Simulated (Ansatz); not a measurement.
# Pt: the cost of one run

Program: Ansatz 0.2.0. Level of theory: DFT PBEsol, scalar-relativistic, plane waves, PAW. These are calculated values, not measurements.

This is Pt in the hcp structure; at room conditions it is fcc.

4 further runs of the same task are left out: 4 that didn't finish.

## 1. The structure to begin with

It takes space group P6_3/mmc (No. 194, hexagonal). The conventional cell has a = 2.725 Å, b = 2.725 Å, c = 4.707 Å, α = 90.00°, β = 90.00°, γ = 120.00°. Pt (site symmetry -6m2) has 12 Pt at 2.73 to 2.83 Å as nearest neighbours.

Coordinates:

```cif
data_structure
_symmetry_space_group_name_H-M 'P6_3/mmc'
_symmetry_Int_Tables_number 194
_cell_length_a 2.7252
_cell_length_b 2.7252
_cell_length_c 4.7068
_cell_angle_alpha 90.000
_cell_angle_beta 90.000
_cell_angle_gamma 120.000
_cell_volume 30.27
loop_
_atom_site_label
_atom_site_type_symbol
_atom_site_symmetry_multiplicity
_atom_site_Wyckoff_symbol
_atom_site_fract_x
_atom_site_fract_y
_atom_site_fract_z
_atom_site_occupancy
Pt1 Pt 2 c 0.66667 0.33333 0.75000 1
```

It goes back to an entry of the Materials Project, which need not be the stable form.

It is the result of an earlier relaxation at this level (volume 15.14 Å³/atom; gap on the mesh: none (metal)).

## 2. The undisturbed cell

input.yaml

```yaml
crystal:
  lattice:
    - [2.7251696197, 0.0, 0.0]
    - [-1.3625848098, 2.3600661203, 0.0]
    - [0.0, 0.0, 4.7068056347]
  atoms:
    - { symbol: Pt, position: [0.6666666667, 0.3333333333, 0.75] }
    - { symbol: Pt, position: [0.3333333333, 0.6666666667, 0.25] }
basis:
  ecutwfc: 420
kpoints:
  mp_grid: { grid: [24, 24, 14] }
hamiltonian:
  xc: pbesol
scf:
  occupations: { method: gaussian, width: 0.15 }
output:
  forces: true
  stress: true
  eigenvalues: true
  write_density: true
  write_potential: true
  elf: true
  volumetric_format: npy
```

Started as:

```
> ansatz run input.yaml --threads 1 --pin off --max-ram 2560MiB --backend cpu --events-out ev --progress --plain --runs-dir out
```

**Question.** How long does this run take on 1 thread of Arm Neoverse N1, shared host, and how much memory does it need?

About 27 s, with a peak of 0.48 GiB.
